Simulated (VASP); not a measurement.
# Mo (P6/mmm) in VASP: a series of runs, part 2 of 2

VASP 6.6.1. Earlier steps stand in the parts before.

### 3 Relaxation of cell and atoms, PBE+D3(BJ)

This run uses another cell than the first one, of 16.56 Å³/atom, 1.018 times its volume.

INCAR

```
PREC = Accurate ; ENCUT = 600
EDIFF = 1E-7 ; ISMEAR = 0
SIGMA = 0.1 ; LREAL = F
LASPH = T ; NELM = 100
ALGO = Normal ; ISIF = 3
LWAVE = F ; LCHARG = F
GGA = PE ; IVDW = 12
IBRION = 2 ; NSW = 100
EDIFFG = -0.005
```

KPOINTS

```
regular mesh
0
Gamma
  18 18 16
```

POSCAR

```
Mo
1.0
    2.7355103972      0.0000000000      0.0000000000
   -1.3677551986      2.3690214963      0.0000000000
    0.0000000000      0.0000000000      2.5551807000
Mo
1
Direct
    0.0000000000      0.0000000000      0.5000000000
```

Potentials or basis: VASP PAW PBE potentials, release 64 (Mo_sv).

Started as:

```sh
$ cat potpaw_PBE.64/Mo_sv/POTCAR > POTCAR
$ mpirun -np 1 vasp_std > vasp.out
```

OUTCAR:

```text
PREC = Accurate
   ENCUT = 600
   EDIFF = 1E-7
   ISMEAR = 0
   LREAL = F
   LASPH = T
   NELM = 100
   ISIF = 3
   GGA = PE
   IVDW = 12
   IBRION = 2
   NSW = 100
   EDIFFG = -0.005
 IVDW          = 12

 ion  position               nearest neighbor table
   1  0.000  0.000  0.500-

  LATTYP: Found a hexagonal cell.
 ALAT       =     2.7355103972
 C/A-ratio  =     0.9340782264

  Lattice vectors:

 A1 = (   2.7355103972,   0.0000000000,   0.0000000000)
 A2 = (  -1.3677551986,   2.3690214963,   0.0000000000)
 A3 = (   0.0000000000,   0.0000000000,   2.5551807000)

Analysis of symmetry for initial positions (statically):
=====================================================================
 Subroutine PRICEL returns:
 Original cell was already a primitive cell.

 Routine SETGRP: Setting up the symmetry group for a
 hexagonal supercell.

 Subroutine GETGRP returns: Found 24 space group operations
 (whereof 24 operations were pure point group operations)
 out of a pool of 24 trial point group operations.

The static configuration has the point symmetry D_6h.

Analysis of symmetry for dynamics (positions and initial velocities):
=====================================================================
 Subroutine PRICEL returns:
 Original cell was already a primitive cell.

 Routine SETGRP: Setting up the symmetry group for a
 hexagonal supercell.

 Subroutine GETGRP returns: Found 24 space group operations
 (whereof 24 operations were pure point group operations)
 out of a pool of 24 trial point group operations.

The dynamic configuration has the point symmetry D_6h.

 Subroutine INISYM returns: Found 24 space group operations
 (whereof 24 operations are pure point group operations),
 and found     1 'primitive' translations

----------------------------------------------------------------------------------------

                                     Primitive cell

  volume of cell :      16.5588

  direct lattice vectors                    reciprocal lattice vectors
     2.735510397  0.000000000  0.000000000     0.365562493  0.211057604  0.000000000
    -1.367755199  2.369021496  0.000000000     0.000000000  0.422115207  0.000000000
     0.000000000  0.000000000  2.555180700     0.000000000  0.000000000  0.391361754

  length of vectors
     2.735510397  2.735510397  2.555180700     0.422115207  0.422115207  0.391361754

  position of ions in fractional coordinates (direct lattice)
     0.000000000  0.000000000  0.500000000

  ion indices of the primitive-cell ions
   primitive index   ion index
                 1           1

----------------------------------------------------------------------------------------

 KPOINTS: regular mesh

Automatic generation of k-mesh.
 Grid dimensions read from file:
 generate k-points for:   18   18   16

 Generating k-lattice:

  Cartesian coordinates                     Fractional coordinates (reciprocal lattice)
     0.020309027  0.011725422  0.000000000     0.055555556  0.000000000  0.000000000
     0.000000000  0.023450845  0.000000000     0.000000000  0.055555556  0.000000000
     0.000000000  0.000000000  0.024460110     0.000000000  0.000000000  0.062500000

  Length of vectors
     0.023450845  0.023450845  0.024460110

  Shift w.r.t. Gamma in fractional coordinates (k-lattice)
     0.000000000  0.000000000  0.000000000

 Subroutine IBZKPT returns following result:
 ===========================================

 Found    333 irreducible k-points:

 Following reciprocal coordinates:
            Coordinates               Weight
  0.000000  0.000000  0.000000      1.000000
  0.055556  0.000000  0.000000      6.000000
  0.111111  0.000000  0.000000      6.000000
  0.166667 -0.000000  0.000000      6.000000
  0.222222 -0.000000  0.000000      6.000000
  0.277778  0.000000  0.000000      6.000000
[... 16 lines left out ...]
  0.333333  0.111111  0.000000     12.000000
  0.388889  0.111111  0.000000     12.000000
 [... further k-points ...]
   k-points           NKPTS =    333   k-points in BZ     NKDIM =    333   number of bands    NBANDS=     11
   number of dos      NEDOS =    301   number of ions     NIONS =      1
   total plane-waves  NPLWV =  11520
   dimension x,y,z NGX =    24 NGY =   24 NGZ =   20
   dimension x,y,z NGXF=    48 NGYF=   48 NGZF=   40
   ions per type =               1
   NGX,Y,Z   is equivalent  to a cutoff of  14.59, 14.59, 13.01 a.u.
   NGXF,Y,Z  is equivalent  to a cutoff of  29.17, 29.17, 26.02 a.u.
 SYSTEM =  unknown system
   PREC   = accura    normal or accurate (medium, high low for compatibility)
   ISTART =      0    job   : 0-new  1-cont  2-samecut
   ICHARG =      2    charge: 1-file 2-atom 10-const
   ISPIN  =      1    spin polarized calculation?
   LNONCOLLINEAR =      F non collinear calculations
   LSORBIT =      F    spin-orbit coupling
   LASPH  =      T    aspherical Exc in radial PAW
   ENCUT  =  600.0 eV  44.10 Ry    6.64 a.u.   5.46  5.46  5.10*2*pi/ulx,y,z
   NELM   =    100;   NELMIN=  2; NELMDL= -5     # of ELM steps
   EDIFF  = 0.1E-06   stopping-criterion for ELM
   LREAL  =      F    real-space projection
   EDIFFG = -.5E-02   stopping-criterion for IOM
   NSW    =    100    number of steps for IOM
   IBRION =      2    ionic relax: 0-MD 1-quasi-New 2-CG
   NFREE  =      1    steps in history (QN), initial steepest desc. (CG)
   ISIF   =      3    stress and relaxation
   ISYM   =      2    0-nonsym 1-usesym 2-fastsym
   POTIM  = 0.5000    time-step for ionic-motion
   TEBEG  =    0.0;   TEEND  =   0.0 temperature during run
   PSTRESS=    0.0 pullay stress
   NELECT =      14.0000    total number of electrons
   NUPDOWN=      -1.0000    fix difference up-down
   EMIN   =  10.00;   EMAX   =-10.00  energy-range for DOS
   EFERMI =   0.00;   METHOD = LEGACY
   ISMEAR =     0;   SIGMA  =   0.10  broadening in eV -4-tet -1-fermi 0-gaus
   EFERMI_NEDOS =   21; number of points for ismear=-14 and -15
   IALGO  =     38    algorithm
   IMIX   =      4    mixing-type and parameters
     AMIX     =   0.40;   BMIX     =  1.00
     AMIX_MAG =   1.60;   BMIX_MAG =  1.00
  volume/ion in A,a.u.               =      16.56       111.74
  Fermi-wavevector in a.u.,A,eV,Ry     =   1.548013  2.925320 32.604229  2.396343
  Thomas-Fermi vector in A             =   2.653024
   LORBIT       =      0    0 simple, 1 ext, 2 COOP (PROOUT), +10 PAW based schemes
   GGA     = PE    functional components
   LHFCALC =     F    Hartree Fock is set to
   AEXX    =    0.0000 exact exchange contribution
   IVDW    =    12    specifies the selected vdW correction
   LEPSILON=     F    determine dielectric tensor
   LRPA    =     F    only Hartree local field effects (RPA)
 conjugate gradient relaxation of ions
 non-spin polarized calculation
 Gauss-broadening in eV      SIGMA  =   0.10
  energy-cutoff  :      600.00
  volume of cell :       16.56
 maximum number of plane-waves:       575
 NGX is ok and might be reduce to    24
   NGX = 11   NGY = 11   NGZ = 11

--------------------------------------- Ionic step        1  -------------------------------------------

 number of electron      13.9999998 magnetization

 Free energy of the ion-electron system (eV)
  ---------------------------------------------------
  ext. energy  EPLUGINS =         0.00000000
  ---------------------------------------------------
  free energy    TOTEN  =       -10.04985245 eV

  energy without entropy =      -10.04480460  energy(sigma->0) =      -10.04732852

------------------------ aborting loop because EDIFF is reached ----------------------------------------

 Edisp (eV)   -0.67286

 E8    (eV) :    -0.3168
[... 303 lines left out ...]
--------------------------------------- Ionic step        9  -------------------------------------------

 number of electron      14.0000000 magnetization

 Free energy of the ion-electron system (eV)
  ---------------------------------------------------
  ext. energy  EPLUGINS =         0.00000000
  ---------------------------------------------------
  free energy    TOTEN  =       -10.04686458 eV

  energy without entropy =      -10.04140568  energy(sigma->0) =      -10.04413513

 E-fermi :  11.7514     XC(G=0): -13.0601

 val. band max:       11.7471091222   @ k =   0.3333   0.3333   0.3750
 cond. band min:      11.7614887503   @ k =   0.3333   0.3333   0.3125
 fundamental gap:      0.0143796281
 Fermi energy:        11.7513615289

 k-point     1 :       0.0000    0.0000    0.0000
  band No.  band energies     occupation
      1     -49.2570      2.00000
      2     -22.5405      2.00000
      3     -22.5405      2.00000
      4     -22.3387      2.00000
      5       4.9786      2.00000
      6       7.3269      2.00000
      7      10.8377      2.00000
      8      10.8377      2.00000
      9      16.0766      0.00000
     10      16.0766      0.00000
     11      24.6593      0.00000
[... 309 lines left out ...]
 k-point    24 :       0.3889    0.1111    0.0000
  band No.  band energies     occupation
      1     -49.0373      2.00000
      2     -23.8114      2.00000
      3     -22.9491      2.00000
      4     -22.1915      2.00000
      5       7.3323      2.00000
      6       8.4451      2.00000
      7      11.7818      0.66658
      8      13.2629      0.00000
      9      15.1957      0.00000
     10      16.6428      0.00000
     11      21.8676      0.00000

 [... further k-points ...]

------------------------ aborting loop because EDIFF is reached ----------------------------------------

 Edisp (eV)   -0.68332

 E8    (eV) :    -0.3216
[... 24 lines left out ...]
  FREE ENERGIE OF THE ION-ELECTRON SYSTEM (eV)
  ---------------------------------------------------
  free  energy   TOTEN  =       -10.7301872306 eV

  energy  without entropy=      -10.7247283330  energy(sigma->0) =      -10.72745778

 reached required accuracy - stopping structural energy minimisation
```

OSZICAR:

```text
N       E                     dE             d eps       ncg     rms          rms(c)
DAV:   1     0.120518450846E+03    0.12052E+03   -0.10173E+04  7353   0.147E+03
DAV:   2    -0.869015136830E+01   -0.12921E+03   -0.12560E+03  8094   0.384E+02
DAV:   3    -0.105104642875E+02   -0.18203E+01   -0.17946E+01  8156   0.465E+01
DAV:   4    -0.105170308076E+02   -0.65665E-02   -0.65601E-02  7931   0.309E+00
[... 70 lines left out ...]
DAV:   1    -0.100469015829E+02   -0.35358E-03   -0.89347E-04  7539   0.424E-01    0.652E-02
DAV:   2    -0.100468676281E+02    0.33955E-04   -0.75119E-05  7491   0.108E-01    0.108E-02
DAV:   3    -0.100468652256E+02    0.24025E-05   -0.96992E-06  7590   0.383E-02    0.936E-03
DAV:   4    -0.100468646156E+02    0.61004E-06   -0.22453E-07  7179   0.520E-03    0.375E-04
DAV:   5    -0.100468645794E+02    0.36136E-07   -0.15823E-08  3765   0.161E-03
   9 F= -.10730187E+02 E0= -.10727458E+02  d E =-.134058E-05
```

Run time: 3.2 min. Hardware: 1 thread of Intel Xeon Platinum 8259CL at 2.50GHz (Skylake/Cascade Lake), shared host; peak memory 0.22 GiB.

What came out:

```
Free energy                            : -10.7302 eV
Relaxed volume                         : 16.31 Å³/atom
Relaxed cell                           : a = 2.742 Å, b = 2.742 Å, c = 2.504 Å, α = 90.00°, β = 90.00°, γ = 120.00°
Space group after relaxing (to 0.05 Å) : P6/mmm (No. 191)
Energy gained by relaxing              : 7.5 meV/atom
Ionic steps                            : 9
Pressure after relaxing                : 0.0 GPa
Band gap on the k mesh                 : none (metal or under the smearing width)
Dispersion energy per atom             : -0.683 eV
```

The path:
```tsv
step	energy change (eV)	largest force (eV/Å)	pressure (GPa)	volume (Å³)
1	0.0000	0.0000	-3.08	16.56
2	0.0048	0.0000	7.47	15.80
3	-0.0064	0.0000	1.14	16.23
4	-0.0068	0.0000	-0.91	16.38
5	-0.0075	0.0000	-0.03	16.31
6	-0.0075	0.0000	-0.05	16.31
7	-0.0075	0.0000	-0.07	16.31
8	-0.0075	0.0000	0.11	16.30
9	-0.0075	0.0000	0.01	16.31
```

Final structure:
```
Mo
1.0
     2.74225    0.00000    0.00000
    -1.37113    2.37486    0.00000
     0.00000    0.00000    2.50376
Mo
1
Direct
  0.00000 0.00000 0.50000
```

Caveat: pairwise dispersion overbinds metals, which lowers pressure and volume.

### 4 Single point, PBE+D3(BJ)

This run uses another cell than the first one, of 16.56 Å³/atom, 1.018 times its volume.

INCAR

```
PREC = Accurate
ENCUT = 520
EDIFF = 1E-6
ISMEAR = 0
SIGMA = 0.1
LREAL = F
LASPH = T
NELM = 100
ALGO = Normal
ISIF = 2
LWAVE = F
LCHARG = F
GGA = PE
IVDW = 12
NBANDS = 13
```

KPOINTS

```
Automatic mesh
0
Gamma
  9 9 8
```

POSCAR is that of step 3.

Started as:

```sh
$ cat potpaw_PBE.64/Mo_sv/POTCAR > POTCAR
$ mpirun -np 1 vasp_std > vasp.out
```

It took 11 s on 1 thread of Intel Xeon Platinum 8259CL at 2.50GHz (Skylake/Cascade Lake), shared host; peak memory 0.13 GiB.

It converged, with:

```
Free energy                : -10.6905 eV
Pressure                   : -2.3 GPa
Band gap on the k mesh     : none (metal or under the smearing width)
Dispersion energy per atom : -0.673 eV
```

Stress tensor (GPa, compression positive):
```
-2.20  0.00  0.00
 0.00 -2.20  0.00
 0.00  0.00 -2.45
```

Levels at points of the mesh, in eV from the Fermi level:
| k point | band 4 | band 5 | band 6 | band 7 | band 8 | band 9 | band 10 | band 11 |
| --- | --- | --- | --- | --- | --- | --- | --- | --- |
| (0.00, 0.00, 0.00) | -34.27 | -6.75 | -4.34 | -0.85 | -0.85 | 4.12 | 4.12 | 13.07 |
| (0.00, 0.00, 0.50) | -34.12 | -3.66 | -0.03 | -0.03 | 0.02 | 0.81 | 0.81 | 10.05 |

Caveat: pairwise dispersion overbinds metals, which lowers pressure and volume.

### 5 Overview

| task | cell | k mesh | cutoff (eV) | gap on the mesh (eV) | pressure (GPa) |
| --- | --- | --- | --- | --- | --- |
| single point | P6/mmm, 16.27 Å³/atom | 18 × 18 × 16 | 520 | none | 0.6 |
| relaxation of cell and atoms | relaxed | 18 × 18 × 16 | 600 | none | 0.0 |
| single point | P6/mmm, 16.56 Å³/atom | 9 × 9 × 8 | 520 | none | -2.3 |

Alike in all rows: level PBE+D3(BJ); potentials or basis VASP PAW PBE potentials, release 64 (Mo_sv); no spin polarisation; smearing gaussian 0.1 eV.

Caveats: pairwise dispersion overbinds metals, which lowers pressure and volume.

Absolute energies hang on the potentials; compare differences alone.
